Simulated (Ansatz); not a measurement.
The system is V.

```xyz
1
Lattice="-1.5144 1.5144 1.5144 1.5144 -1.5144 1.5144 1.5144 1.5144 -1.5144" Properties=species:S:1:pos:R:3 pbc="T T T"
V     0.0000    0.0000    0.0000
```

* Program: Ansatz 0.2.0
* Task: relaxation of cell and atoms
* Functional: RPBE
* Dispersion: D4
* Potentials or basis: Ansatz PAW
* Cutoff: 420 eV (not typed: the program's choice for these potentials)
* k mesh: 12 × 12 × 12
* Occupations: fermi-dirac, width 0.05 eV
* Spin: collinear spin, ferromagnetic start
* Starting moments: [2.0] μB

At the start: volume 13.89 Å³/atom.

Task: How do energy, volume and symmetry change on relaxing?

Result: It ends after 5 steps and the volume is 13.26 Å³/atom (-4.6 %); space group Im-3m (No. 229, to 0.05 Å); moment 0.00 μB per cell.

Step by step:
```
step  energy change (eV)  largest force (eV/Å)  volume (Å³)
   1              0.0000                0.0000        13.89
   2             -0.0163                0.0000        13.17
   3             -0.0165                0.0000        13.26
   4             -0.0165                0.0000        13.26
   5             -0.0160                0.0000        13.26
```

Final structure:
```yaml
crystal:
  lattice:
    - [-1.49090, 1.49090, 1.49090]
    - [1.49090, -1.49090, 1.49090]
    - [1.49090, 1.49090, -1.49090]
  atoms:
    - { symbol: V, position: [0.00000, 0.00000, 0.00000] }
```

Caveat: the plane-wave basis is chosen anew once the cell has moved, so the energies of steps on either side of that aren't comparable; the PAW data sets come from PBE, with cores solved anew for the run's functional, which leaves a small shift of forces and pressure; the starting moments weren't kept.
